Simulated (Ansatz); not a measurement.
Reactions of C7H16 (`CCCCC(C)C`).

Computed with Ansatz on PBE0-D4/def2-TZVP structures; ΔE is electronic, products minus reactants. CCSD(T)/CBS adds triple-zeta CCSD(T) − MP2 to the extrapolated MP2 energy (def2 sets, frozen cores). This one scheme is used for every species. For Ge outer-core shells are correlated without core-valence functions, which leaves a few kJ/mol of doubt a bond. Scalar relativity is left out up to krypton. Each species was taken in one conformer, which may not be the lowest.

Task: Order these by ΔE at CCSD(T)/CBS, lowest first. (An estimate is asked.)
A. `CCCCC(C)C` + H₂S → `CC(C)CS` + `CCC`
B. `CCCCC(C)C` + HCl → `CC(C)CCCl` + `CC`
C. `CCCCC(C)C` + `[OH][GeH]([OH])[Cl]` → `C[O][GeH]([OH])[Cl]` + `CCCCCC`
D. `CCCCC(C)C` + `NB(F)S` → `CNB(F)S` + `CCCC(C)C`
E. `CCCCC(C)C` + H₂O → `CCCCO` + `CCC`
F. `CCCCC(C)C` + `CC` → `CCCCC(C)CC` + CH₄

Result: F (-1.3 kcal/mol), A (+2.0 kcal/mol), B (+3.9 kcal/mol), D (+8.4 kcal/mol), E (+13.2 kcal/mol), C (+15.9 kcal/mol).

Largest T1 diagnostic: 0.012, for `NB(F)S`.
